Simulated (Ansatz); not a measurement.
The system is ZrB2.

```xyz
3
Lattice="3.1700 0.0000 0.0000 -1.5850 2.7453 0.0000 0.0000 0.0000 3.5330" Properties=species:S:1:pos:R:3 pbc="T T T"
Zr    0.0000    0.0000    0.0000
B     1.5850    0.9151    1.7665
B     0.0000    1.8302    1.7665
```

- Program: Ansatz 0.2.0
- Task: relaxation of cell and atoms
- Functional: BPBE
- Dispersion: D3(BJ)
- Potentials or basis: PseudoDojo standard (PBE files)
- Cutoff: 1034 eV (not typed: the program's choice for these potentials)
- k mesh: 10 × 10 × 8
- Occupations: fermi-dirac, width 0.15 eV
- Spin: spin-orbit coupling, no magnetisation

At the start: volume 10.25 Å³/atom.

Problem. How do energy, volume and symmetry change on relaxing?

Solution. It ends after 6 steps and the volume is 9.70 Å³/atom (-5.3 %); space group P6/mmm (No. 191, to 0.05 Å).

Step by step:
```csv
step,energy change (eV),largest force (eV/Å),volume (Å³)
1,0.0000,0.0000,30.75
2,-0.0485,0.0000,28.47
3,-0.0692,0.0000,29.13
4,-0.0705,0.0000,29.14
5,-0.0705,0.0000,29.11
6,-0.0701,0.0000,29.11
```

Final structure:
```yaml
crystal:
  lattice:
    - [3.10938, 0.00000, 0.00000]
    - [-1.55469, 2.69280, 0.00000]
    - [0.00000, 0.00000, 3.47725]
  atoms:
    - { symbol: Zr, position: [0.00000, 0.00000, 0.00000] }
    - { symbol: B, position: [0.66667, 0.33333, 0.50000] }
    - { symbol: B, position: [0.33333, 0.66667, 0.50000] }
```

Caveat: the potentials were made for another functional, which shifts forces and pressure; the plane-wave basis is chosen anew once the cell has moved, so the energies of steps on either side of that aren't comparable; the dispersion damping was fitted for another functional or another form of the correction.
